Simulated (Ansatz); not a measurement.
Input of an Ansatz 0.2.0 run:

Contents of input.yaml:

```yaml
crystal:
  lattice:
    - [0.0, 2.2239077028, 2.2239077028]
    - [2.2239077028, 0.0, 2.2239077028]
    - [2.2239077028, 2.2239077028, 0.0]
  atoms:
    - { symbol: Mn, position: [0.0, 0.0, 0.0], spin: 4.0 }
    - { symbol: O, position: [0.5, 0.5, 0.5] }
hamiltonian:
  xc: r2scan
  pseudopotentials: { kind: paw }
  hubbard: { sites: [{ species: Mn, l: d, u_eff: 3.0 }] }
magnetization:
  spin_polarized: true
kpoints:
  mp_grid: { grid: [10, 10, 10] }
  band_path:
    path:
      - [[0.0, 0.0, 0.0], [0.5, 0.0, 0.5], [0.5, 0.25, 0.75], [0.375, 0.375, 0.75], [0.0, 0.0, 0.0], [0.5, 0.5, 0.5], [0.625, 0.25, 0.625], [0.5, 0.25, 0.75], [0.5, 0.5, 0.5], [0.375, 0.375, 0.75]]
      - [[0.625, 0.25, 0.625], [0.5, 0.0, 0.5]]
    npoints: 14
scf:
  occupations: { method: fermi_dirac, width: 0.05 }
  n_extra_bands: 6
output:
  forces: true
  stress: true
  eigenvalues: true
  fatbands: false
```

Potentials or basis: Ansatz PAW.

Command:

```bash
$ ansatz run input.yaml --threads 2 --pin off --max-ram 5632MiB --backend cpu --events-out ev --progress --plain --runs-dir out
```

Estimate the absolute moment.

5.00 μB per cell.

Predict the pressure.

3.6 GPa.

Predict the net moment.

5.00 μB per cell.

What does it give for the band gap on the k mesh?

0.60 eV, indirect (least direct gap 3.10 eV).

Levels at the corners of the path, in eV from the valence-band top:
Spin up:
```tsv
point	band 10	band 11	band 12	band 13	band 14	band 15	band 16	band 17
Γ	-4.04	-2.92	-2.92	-2.92	0.60	15.39	17.59	17.59
X	-3.64	-3.45	-3.45	-3.13	6.17	9.34	11.50	15.21
W	-3.24	-3.20	-3.20	-1.51	8.28	9.65	9.65	12.32
K	-3.59	-3.01	-2.53	-1.46	7.62	9.38	9.42	14.70
Γ	-4.04	-2.92	-2.92	-2.92	0.60	15.39	17.59	17.59
L	-3.68	-2.72	0.00	0.00	4.73	9.15	13.22	13.22
U	-3.59	-3.01	-2.53	-1.46	7.62	9.38	9.42	14.70
W	-3.24	-3.20	-3.20	-1.51	8.28	9.65	9.65	12.32
L	-3.68	-2.72	0.00	0.00	4.73	9.15	13.22	13.22
K	-3.59	-3.01	-2.53	-1.46	7.62	9.38	9.42	14.70
U	-3.59	-3.01	-2.53	-1.46	7.62	9.38	9.42	14.70
X	-3.64	-3.45	-3.45	-3.13	6.17	9.34	11.50	15.21
```
Spin down:
| point | band 4 | band 5 | band 6 | band 7 | band 8 | band 9 | band 10 | band 11 | band 12 | band 13 |
| --- | --- | --- | --- | --- | --- | --- | --- | --- | --- | --- |
| Γ | -45.57 | -19.97 | -2.50 | -2.50 | -2.50 | 2.36 | 3.90 | 3.90 | 3.90 | 4.49 |
| X | -45.59 | -18.94 | -5.70 | -3.54 | -3.54 | 2.12 | 5.13 | 5.21 | 5.74 | 5.74 |
| W | -45.60 | -18.87 | -4.85 | -4.85 | -4.28 | 4.33 | 4.33 | 5.25 | 5.75 | 5.96 |
| K | -45.59 | -18.89 | -5.27 | -4.81 | -3.70 | 3.40 | 5.37 | 5.43 | 5.52 | 5.89 |
| Γ | -45.57 | -19.97 | -2.50 | -2.50 | -2.50 | 2.36 | 3.90 | 3.90 | 3.90 | 4.49 |
| L | -45.57 | -19.00 | -6.49 | -3.74 | -3.74 | 5.01 | 5.25 | 5.25 | 6.02 | 6.64 |
| U | -45.59 | -18.89 | -5.27 | -4.81 | -3.70 | 3.40 | 5.37 | 5.43 | 5.52 | 5.89 |
| W | -45.60 | -18.87 | -4.85 | -4.85 | -4.28 | 4.33 | 4.33 | 5.25 | 5.75 | 5.96 |
| L | -45.57 | -19.00 | -6.49 | -3.74 | -3.74 | 5.01 | 5.25 | 5.25 | 6.02 | 6.64 |
| K | -45.59 | -18.89 | -5.27 | -4.81 | -3.70 | 3.40 | 5.37 | 5.43 | 5.52 | 5.89 |
| U | -45.59 | -18.89 | -5.27 | -4.81 | -3.70 | 3.40 | 5.37 | 5.43 | 5.52 | 5.89 |
| X | -45.59 | -18.94 | -5.70 | -3.54 | -3.54 | 2.12 | 5.13 | 5.21 | 5.74 | 5.74 |

Caveat: the magnetic or orbital state may not be the lowest; a cell with one magnetic atom can't hold antiferromagnetic order, which such compounds often take; the PAW data sets come from PBE, with cores solved anew for the run's functional, which leaves a small shift of forces and pressure. The state reached can hang on the start; a lower one may exist.
